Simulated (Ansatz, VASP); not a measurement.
# Te2Mo: VASP beside Ansatz

The input INCAR:

```
PREC     = Accurate       # precision mode
ENCUT    = 520            # plane-wave cutoff, eV
EDIFF    = 1E-6           # SCF threshold, eV
ISMEAR   = 0              # smearing method
SIGMA    = 0.011          # smearing width, eV
LREAL    = False          # projectors in reciprocal space
LASPH    = True           # aspherical terms in the spheres
NELM     = 80             # most SCF steps
ALGO     = Normal         # electronic algorithm
ISIF     = 2              # what is computed and relaxed
LWAVE    = False          # write WAVECAR
LCHARG   = True           # write CHGCAR
GGA      = PE             # functional
LELF     = True           # ELF
LVHAR    = True
```

The input KPOINTS:

```
Automatic mesh
0
Gamma
  9 9 2
```

File POSCAR:

```
Te2Mo
1.0
    3.5182000000      0.0000000000      0.0000000000
   -1.7591000000      3.0468505756      0.0000000000
    0.0000000000      0.0000000000     13.9736000000
Te Mo
4 2
Direct
    0.6666666667      0.3333333333      0.3790000000
    0.3333333333      0.6666666667      0.8790000000
    0.6666666667      0.3333333333      0.1210000000
    0.3333333333      0.6666666667      0.6210000000
    0.6666666667      0.3333333333      0.7500000000
    0.3333333333      0.6666666667      0.2500000000
```

Contents of input.yaml:

```yaml
crystal:
  lattice:
    - [3.5182, 0.0, 0.0]
    - [-1.7591, 3.0468505756, 0.0]
    - [0.0, 0.0, 13.9736]
  atoms:
    - { symbol: Te, position: [0.6666666667, 0.3333333333, 0.379] }
    - { symbol: Te, position: [0.3333333333, 0.6666666667, 0.879] }
    - { symbol: Te, position: [0.6666666667, 0.3333333333, 0.121] }
    - { symbol: Te, position: [0.3333333333, 0.6666666667, 0.621] }
    - { symbol: Mo, position: [0.6666666667, 0.3333333333, 0.75] }
    - { symbol: Mo, position: [0.3333333333, 0.6666666667, 0.25] }
hamiltonian:
  xc: pbe
  pseudopotentials: { kind: paw }
kpoints:
  mp_grid: { grid: [9, 9, 2] }
scf:
  occupations: { method: gaussian, width: 0.011 }
output:
  forces: true
  stress: true
  eigenvalues: true
```

Alike in both runs: task single point; functional PBE; k mesh 9 × 9 × 2; occupations gaussian, width 0.011 eV; no spin polarisation.

```csv
,VASP,Ansatz
version,VASP 6.6.1,Ansatz 0.2.0
potentials or method,"VASP PAW PBE potentials, release 64 (Te, Mo_sv)",Ansatz PAW
plane-wave cutoff (eV),520,420
valence electrons in the cell,52,92
```

|  | VASP | Ansatz | Ansatz less VASP |
| --- | --- | --- | --- |
| gap on the k mesh at the Fermi level (eV) | 0.78 | 0.78 | +0.006 |
| least direct gap on the mesh (eV) | 1.04 | 1.04 | +0.001 |
| pressure (GPa) | 2.9 | 2.9 | +0.02 |
| largest component of the traceless stress (GPa) | 0.51 | 0.46 | -0.051 |
| rms of the force components (eV/Å) | 0.089 | 0.082 | -0.0069 |

Atom by atom the forces differ by 0.007 eV/Å (rms over components). The two sets of potentials don't hold the same shells in valence.

Caveats: spin-orbit coupling is left out, which moves the levels of the heavy elements; this functional lacks dispersion, which binds the layers, so the pressure and a relaxed spacing across them are unreliable; an odd mesh through Γ misses points on the zone boundary, where band edges often lie (VASP); odd divisions of the mesh miss points on the zone boundary, where band edges often lie, so the gap on the mesh can be too wide (Ansatz). Expect the measured gap to be larger: semilocal functionals such as PBE lack the derivative discontinuity.
